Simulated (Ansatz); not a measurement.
# NiO (Fm-3m) in Ansatz: band structure with RPBE

Aim: the band structure of NiO with RPBE.

Everything below comes from runs of Ansatz 0.2.0. Logs are shortened: lines on timing, memory, paths and dates and some standing lists are left out, and cuts for length are marked.

**Measured values to compare with.**

“Local correlations, non-local screening, multiplets, and band formation in NiO”, 2012, arxiv:1210.6675 quotes, for a bulk crystal of NiO: band gap 4.3 eV.

The runs below are set against these values where they give the same quantity.

### Step 1. Starting point

It takes space group Fm-3m (No. 225, cubic). The conventional cell has a = 4.172 Å, b = 4.172 Å, c = 4.172 Å, α = 90.00°, β = 90.00°, γ = 90.00°. Ni (site symmetry m-3m) has 6 O at 2.09 Å as nearest neighbours. Around O (site symmetry m-3m) lie 6 Ni at 2.09 Å.

### Step 2. Band structure, RPBE, collinear spin, ferromagnetic start

Input file input.yaml:

```yaml
crystal:
  lattice:
    - [0.0, 2.0859016414, 2.0859016414]
    - [2.0859016414, 0.0, 2.0859016414]
    - [2.0859016414, 2.0859016414, 0.0]
  atoms:
    - { symbol: Ni, position: [0.0, 0.0, 0.0], spin: 1.0 }
    - { symbol: O, position: [0.5, 0.5, 0.5] }
kpoints:
  mp_grid: { grid: [11, 11, 11] }
  band_path:
    path:
      - [0.0, 0.0, 0.0]
      - [0.5, 0.0, 0.5]
      - [0.5, 0.25, 0.75]
      - [0.375, 0.375, 0.75]
      - [0.0, 0.0, 0.0]
      - [0.5, 0.5, 0.5]
      - [0.625, 0.25, 0.625]
      - [0.5, 0.25, 0.75]
    npoints: 6
scf:
  occupations: { method: fermi_dirac, width: 0.05 }
hamiltonian:
  xc: rpbe
  pseudopotentials: { kind: all_electron, lapw: { basis_error: 0.001 } }
magnetization:
  spin_polarized: true
output:
  forces: true
  stress: true
  eigenvalues: true
```

Potentials or basis: all-electron LAPW, scalar-relativistic.

Launch:

```
> ansatz run input.yaml --threads 2 --pin off --max-ram 6144MiB --backend cpu --events-out ev --progress --plain --runs-dir out
```

Standard output:

```text
Warning: RAYON_NUM_THREADS=2 ignored (pool sized by the plan → 2); use --threads N
LAPW: plane waves up to 9.964 Å⁻¹, error target 1.0e-3 eV per atom; small_component_spin mean_spin; O in spheres of 0.943 Å, 8 of its electrons in bands, Dirac shells []; Ni in spheres of 1.143 Å, 18 of its electrons in bands, Dirac shells [] (how accurate: hamiltonian.pseudopotentials.lapw.basis_error, Limitations)
Engine: ansatz 0.2.0, aarch64-unknown-linux-gnu
Pseudopotentials: kind: all_electron
Pseudopotential: Ni, LAPW, valence charge 18, lapw/all_electron/scalar/gaussian/Ni, Koelling and Harmon's equation, gaussian nucleus
Pseudopotential: O, LAPW, valence charge 8, lapw/all_electron/scalar/gaussian/O, Koelling and Harmon's equation, gaussian nucleus
Functional definition: RPBE
  parameter kappa = 0.804
  parameter beta = 0.06672455060314922
  exchange = rpbe_x(kappa = kappa, mu = beta*pi^2/3)
  correlation = pbe_c(beta = beta)
Crystal: 2 atoms, lattice volume = 18.151 Å³
Basis set: ecut = 378.28922030100205 eV, 307 PW (Γ), exchange–correlation at level 2
Bands: 18, of which v1, the nominal top of the filled ones, is band 13 counted from 1 (12 counted from 0)
Symmetry: 48 space group operations
Space group: Fm-3m (ITA 225), of the structure as read, at distance tolerance 2.6e-5 Å
Magnetic group: BNS 225.116 (UNI 1618), of the structure as read, at distance tolerance 2.6e-5 Å
k-points: 56 of 1331
Non-local potential: Ni, projectors of the file, none
Non-local potential: O, projectors of the file, none
Initial density: superposition of atomic densities (chi_scale 0.1, normalization cell, long waves kept (reshape's long-wave potential 0.00 eV rms))
Starting moments: Σ|m| = 1 μB on 1 of 2 sites
Initial wavefunctions: plane waves of lowest kinetic energy (no species holds an atomic orbital)
Functional: x = rpbe, c = pbe(β = 0.06672455060314922)
iter 1 solved again at ethr=4.93e-3 eV; its pass at ethr=1.00e-1 eV (dr2=1.28e0 eV) is discarded
SCF iter   1: F=—  HF=-43436.832873 eV  |F-HF|=—  |Δ(HF+E_count)|=         —  Δρ=5.40e-2 (↑5.40e-2 ↓5.05e-2)  dr2=1.28e0  dr2_m=1.67e-1  M=1.813 μB ∫|m|=1.814 μB  β_m=0.30  ethr=4.93e-3  ⟨swp⟩=2.0  Hψ=13209  notcnv=0
Mixer restart at iter 1: flushing history
preconditioner: auto → none  [metal: Δε(μ)=0.033 eV  Ē_g=14.888 eV  σ=0.050 eV  W_gap=0.16  n_scr=8 (ndim 8)  ℏωp=34.9 eV  f_vac=0.000  D(μ)=3.31/eV (n_scr^D=58)  sad-step TF]
SCF iter   2: F=—  HF=-43436.288194 eV  |F-HF|=—  |Δ(HF+E_count)|=   5.45e-1  Δρ=2.31e-2 (↑2.31e-2 ↓1.43e-2)  dr2=2.30e-1  dr2_m=1.02e-2  M=1.411 μB ∫|m|=1.412 μB  β_m=0.35  ethr=4.93e-3  ⟨swp⟩=2.0  Hψ=6048  notcnv=0
SCF iter   3: F=—  HF=-43436.738602 eV  |F-HF|=—  |Δ(HF+E_count)|=         —  Δρ=2.59e-2 (↑2.54e-2 ↓2.59e-2)  dr2=1.76e-1  dr2_m=7.30e-2  M=1.852 μB ∫|m|=1.852 μB  β_m=1.00  ethr=8.85e-4  ⟨swp⟩=2.0  Hψ=6039  notcnv=0
Mixer restart at iter 3: flushing history
SCF iter   4: F=—  HF=-43436.606042 eV  |F-HF|=—  |Δ(HF+E_count)|=         —  Δρ=2.39e-2 (↑1.08e-2 ↓2.39e-2)  dr2=2.06e-1  dr2_m=1.25e-2  M=1.705 μB ∫|m|=1.710 μB  β_m=0.35  ethr=1.92e-4  ⟨swp⟩=3.0  Hψ=6997  notcnv=0
Mixer restart at iter 4: flushing history
iter 5 solved again at ethr=7.82e-6 eV; its pass at ethr=1.92e-4 eV (dr2=2.03e-3 eV) is discarded
SCF iter   5: F=—  HF=-43436.553289 eV  |F-HF|=—  |Δ(HF+E_count)|=   5.28e-2  Δρ=2.98e-3 (↑2.29e-3 ↓2.98e-3)  dr2=2.03e-3  dr2_m=6.53e-4  M=1.842 μB ∫|m|=1.848 μB  β_m=0.32  ethr=7.82e-6  ⟨swp⟩=2.0  Hψ=10493  notcnv=0
SCF iter   6: F=—  HF=-43436.549968 eV  |F-HF|=—  |Δ(HF+E_count)|=         —  Δρ=2.71e-3 (↑7.90e-4 ↓2.71e-3)  dr2=9.41e-4  dr2_m=4.63e-4  M=1.827 μB ∫|m|=1.833 μB  β_m=0.43  ethr=7.81e-6  ⟨swp⟩=3.0  Hψ=5967  notcnv=0
the basis was enlarged: its passes take 4.4 MiB over the memory plan, 2 of 2 planned eigensolver slots
SCF iter   7: F=—  HF=-43436.551464 eV  |F-HF|=—  |Δ(HF+E_count)|=   1.50e-3  Δρ=1.09e-3 (↑1.02e-3 ↓1.09e-3)  dr2=3.25e-6  dr2_m=1.85e-4  M=1.843 μB ∫|m|=1.850 μB  β_m=0.72  ethr=3.62e-6  ⟨swp⟩=2.2  Hψ=5558  notcnv=0
SCF iter   8: F=—  HF=-43436.551803 eV  |F-HF|=—  |Δ(HF+E_count)|=   3.39e-4  Δρ=3.53e-4 (↑3.53e-4 ↓3.06e-4)  dr2=3.89e-5  dr2_m=9.50e-6  M=1.852 μB ∫|m|=1.861 μB  β_m=0.74  ethr=1.25e-8  ⟨swp⟩=3.0  Hψ=6441  notcnv=0
SCF iter   9: F=—  HF=-43436.551811 eV  |F-HF|=—  |Δ(HF+E_count)|=   7.66e-6  Δρ=1.07e-4 (↑9.54e-5 ↓1.07e-4)  dr2=2.21e-6  dr2_m=1.24e-6  M=1.855 μB ∫|m|=1.863 μB  β_m=0.87  ethr=1.25e-8  ⟨swp⟩=3.0  Hψ=6342  notcnv=0
SCF iter  10: F=—  HF=-43436.551820 eV  |F-HF|=—  |Δ(HF+E_count)|=   9.39e-6  Δρ=6.24e-5 (↑1.87e-5 ↓6.24e-5)  dr2=8.47e-7  dr2_m=1.60e-7  M=1.857 μB ∫|m|=1.866 μB  β_m=0.91  ethr=8.51e-9  ⟨swp⟩=2.6  Hψ=5642  notcnv=0
SCF iter  11: F=—  HF=-43436.551820 eV  |F-HF|=—  |Δ(HF+E_count)|=   7.78e-9  Δρ=4.73e-6 (↑3.98e-6 ↓4.73e-6)  dr2=2.66e-10  dr2_m=3.06e-9  M=1.857 μB ∫|m|=1.866 μB  β_m=0.95  ethr=3.26e-9  ⟨swp⟩=2.4  Hψ=5628  notcnv=0
SCF iter  12: F=-43436.551820 eV  HF=-43436.551820 eV  |F-HF|=7.92e-9  |Δ(HF+E_count)|=   2.62e-8  Δρ=3.81e-6 (↑2.22e-6 ↓3.81e-6)  dr2=4.76e-9  dr2_m=6.25e-10  M=1.857 μB ∫|m|=1.866 μB  ethr=6.45e-12 (applied; sched 1.02e-12)  ⟨swp⟩=3.0  Hψ=6323  notcnv=0
SCF 1 converged in 12 iterations: F = -43436.551820 eV  dr2 = 4.76e-9
NSCF: frozen V_eff on 43 k-points
SCF converged after 12 iterations
Magnetization: 1.8568 μB (13.9284 up, 12.0716 down)
Absolute magnetization: 1.8658 μB (∫|ρ↑−ρ↓|)
Spin contamination: 0.0056 ħ² per cell (⟨S²⟩ above its minimum at these occupations)
Per-site moments (μB) at R_I (Å): [(1.543674765733094, 1.1432468861926457), (0.3011885209863392, 0.9426547241249977)]
Free energy (F): -43436.551820 eV
Harris-Foulkes:  -43436.551820 eV  (|F-HF|=7.92e-9)
Internal energy: -43436.544958 eV  (E = F + TS)
E sigma→0 (E₀):  -43436.548389 eV
Entropy (-TS):   -0.006862 eV (-3.431 meV/atom)
Fermi energy:    14.806135 eV
--- Per-component energies (eV) ---
  E_band       = -1305.067073
  E_kinetic    = 44100.569038
  E_xc         = -1971.410982
  E_electrostatic = -85565.703013  (all electrons and nuclei)
  E_smearing   = -0.006862  (= −TS)
  E_closure    = 0.000000  (closes the sum)
  E_atoms      = -43424.299544  (free atoms, spherical and without spin; not in F)
  Σ components = -43436.551820   (vs F -43436.551820, Δ=0.00e0)
  Basis errors (estimates in eV, not in F): energy 3.8e-4 per atom: plane waves 3.4e-4 (1.9e-4 summed), levels above the bands 7.4e-145, relativity 8.1e-8, radial functions 4.0e-5, core shells 3.1e-9; eigenvalues (radial functions only) 9.0e-7; not estimated: angular momenta, meshes, grids; target (lapw.basis_error) 1.0e-3; muffin-tin radii O 0.943 Å, Ni 1.143 Å
--- Forces (eV/Å), atoms counted from 1 ---
  atom   1  Ni     0.00000000     0.00000000     0.00000000
  atom   2  O      0.00000000    -0.00000000    -0.00000000
  max |Σ_I F_I| component: 3.32e-30 eV/Å
--- Stress (GPa, compression-positive) ---
       13.582052      -0.000000      -0.000000
       -0.000000      13.582052      -0.000000
       -0.000000      -0.000000      13.582052
  P = ⅓ Tr σ = 13.5821 GPa (135.821 kbar)
--- Band table (eV; the first three rows and the last of 112) ---
  k-point 0 ↑: bands = ["-492.3042", "-89.9090", "-50.2088", "-50.2088", "-50.2088", "-5.6948", "11.4622", "11.4622", "11.7785", "11.7785", "11.7785", "12.0476", "12.0476", "12.0476", "16.3236", "32.6163", "33.6419", "33.6419"]
  k-point 1 ↑: bands = ["-492.3042", "-89.9088", "-50.2112", "-50.2091", "-50.2091", "-5.6011", "10.7861", "10.7861", "10.9275", "12.0216", "12.0216", "12.3518", "12.5675", "12.5675", "16.9102", "30.7524", "33.3500", "33.3500"]
  k-point 2 ↑: bands = ["-492.3042", "-89.9082", "-50.2177", "-50.2100", "-50.2100", "-5.3392", "9.5920", "10.0468", "10.0468", "12.1832", "12.1832", "12.5753", "13.3845", "13.3845", "18.1318", "28.4620", "32.2109", "32.2109"]
  k-point 55 ↓: bands = ["-492.0684", "-87.9552", "-48.3189", "-48.3173", "-48.3083", "-3.6190", "8.8890", "8.9432", "9.8254", "13.5444", "13.7262", "13.9961", "15.2609", "15.9930", "23.8873", "25.5752", "25.7620", "28.9951"]
```

Wall time 16 s (2 threads of Arm Neoverse V2, shared host); peak memory 0.44 GiB.

What came out:

| Property | Result |
| --- | --- |
| Free energy | -43436.5518 eV |
| Pressure | 13.6 GPa |
| Band gap along the path | none (metal or under the smearing width) |
| Net moment | 1.86 μB per cell |
| Absolute moment | 1.87 μB per cell |
| Site moments | Ni +1.54; O +0.30 μB |

Levels at the corners of the path, in eV from the Fermi level:
Spin up:
| point | band 12 | band 13 | band 14 | band 15 | band 16 | band 17 |
| --- | --- | --- | --- | --- | --- | --- |
| Γ | -2.76 | -2.76 | -2.76 | 1.52 | 17.81 | 18.84 |
| X | -2.45 | -1.76 | -1.76 | 6.14 | 10.61 | 12.16 |
| W | -2.00 | -1.76 | -1.40 | 8.50 | 10.68 | 10.68 |
| K | -1.88 | -1.64 | -1.31 | 7.80 | 10.30 | 10.54 |
| Γ | -2.76 | -2.76 | -2.76 | 1.52 | 17.81 | 18.84 |
| L | -1.52 | 0.18 | 0.18 | 5.57 | 10.02 | 14.01 |
| U | -1.88 | -1.64 | -1.31 | 7.80 | 10.30 | 10.54 |
| W | -2.00 | -1.76 | -1.40 | 8.50 | 10.68 | 10.68 |
Spin down:
```csv
point,band 9,band 10,band 11,band 12,band 13,band 14,band 15,band 16
Γ,-2.49,-1.93,-1.93,-1.93,-0.45,-0.45,1.89,17.71
X,-3.85,-2.91,-0.83,-0.83,-0.01,0.53,6.62,10.99
W,-5.16,-1.15,-1.15,-0.83,0.40,1.14,9.09,11.01
K,-4.39,-1.71,-0.97,-0.74,0.65,1.15,8.28,10.65
Γ,-2.49,-1.93,-1.93,-1.93,-0.45,-0.45,1.89,17.71
L,-4.79,-1.01,-1.01,-0.64,2.37,2.37,5.74,10.59
U,-4.39,-1.71,-0.97,-0.74,0.65,1.15,8.28,10.65
W,-5.16,-1.15,-1.15,-0.83,0.40,1.14,9.09,11.01
```

Caveat: a cell with one magnetic atom can't hold antiferromagnetic order, which such compounds often take; semilocal functionals often make such compounds metallic where correlation or magnetic order opens a gap, which also shifts bond lengths.

### Step 3. Against experiment

Step 2. Measured gap of NiO: 4.3 eV (quoted in “Local correlations, non-local screening, multiplets, and band formation in NiO”, 2012, arxiv:1210.6675). This calculation gives 0.00 eV (-4.30 eV). So large a miss can be the level of theory's own, or it may mean another phase, state or a wrong row. The value is that of RPBE, without temperature or zero-point motion. Semilocal functionals fall short of measured gaps as a rule. The run's magnetic order (collinear spin, ferromagnetic start) needn't be the measured crystal's.
